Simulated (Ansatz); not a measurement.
**CuO (Tenorite) under changes of volume**

One of the cells (10.135 Å³/atom); the others are scaled copies at fixed shape and fractional positions:

```
Cu O
1.0
     2.34185   -1.71130    0.00000
     2.34185    1.71130    0.00000
    -0.85003    0.00000    5.05787
Cu O
2 2
Direct
  0.50000 0.00000 0.50000
  0.00000 0.50000 0.00000
  0.41840 0.58160 0.75000
  0.58160 0.41840 0.25000
```

* Program: Ansatz 0.2.0
* Functional: PBEsol
* Potentials or basis: all-electron LAPW, scalar-relativistic
* Cutoff: 439 eV (chosen from the basis error)
* Basis error allowed: 0.001 eV/atom
* k mesh: 10 × 10 × 5
* Occupations: fermi-dirac, width 0.05 eV
* Spin: no spin polarisation

| volume (Å³/atom) | energy over the lowest point (meV/atom) | pressure (GPa) | largest force (eV/Å) |
| --- | --- | --- | --- |
| 9.527 | 12.95 | 9.7 | 0.150 |
| 9.730 | 3.71 | 5.1 | 0.226 |
| 9.932 | 0.00 | 0.9 | 0.295 |
| 10.135 | 1.23 | -2.7 | 0.358 |
| 10.338 | ? | ? | ? |
| 10.540 | 16.39 | -8.9 | 0.469 |
| 10.743 | 29.42 | -11.5 | 0.518 |

Q: What does the run at 10.338 Å³/atom give?

A: Energy over the lowest point 6.85 meV/atom; pressure -6.0 GPa; largest force 0.416 eV/Å.

Worked out: A Birch-Murnaghan fit of order 3 (a polynomial in V^(-2/3)) to the other rows has its minimum at 9.98 Å³/atom with B0 = V·E''(V) = 187 GPa and B' = 4.7 at fixed shape and positions, which overstates the stiffness. It gives 6.87 meV/atom at 10.338 Å³/atom, against the run's 6.85, and -dE/dV = -6.1 GPa, against -6.0.

Energies are extrapolated to zero smearing.

Caveats: the run has no spin polarisation, though such a crystal can be magnetic.
